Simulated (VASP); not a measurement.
Pt:

```xyz
1
Lattice="0.0000 1.9609 1.9609 1.9609 0.0000 1.9609 1.9609 1.9609 0.0000" Properties=species:S:1:pos:R:3 pbc="T T T"
Pt    0.0000    0.0000    0.0000
```

Program: VASP 6.6.1. Alike in all runs: no spin polarisation; cell as given; k mesh 12 × 12 × 12; cutoff (eV) 520.

Task: Order these runs on this cell by their pressure, lowest first.
A. level r2SCAN+U; potentials or basis VASP PAW PBE potentials, release 64 (Pt); U Pt d U = 4 eV, J = 1.0 eV; smearing methfessel-paxton 0.2 eV; LDAUTYPE 1; hund's J 1
B. level PBE; potentials or basis VASP PAW PBE potentials, release 64 (Pt); smearing gaussian 0.013 eV
C. level PBEsol; potentials or basis VASP PAW PBE potentials, release 64 (Pt); smearing gaussian 0.02 eV
D. level rSCAN; potentials or basis VASP PAW PBE potentials, release 64 (Pt); smearing fermi-dirac 0.05 eV
E. level RPBE; potentials or basis VASP PAW PBE potentials, release 54 (Pt); smearing gaussian 0.02 eV

Result: A (-4.0 GPa), C (-1.1 GPa), D (5.0 GPa), B (9.7 GPa), E (13.9 GPa).

Caveats: the PAW data sets were made with another functional, which shifts forces and pressure a little (some runs); U without spin polarisation on a metal has little footing (some runs); the U is typed as a test and isn't derived for this compound (some runs).

Not every run made on this cell is shown here.
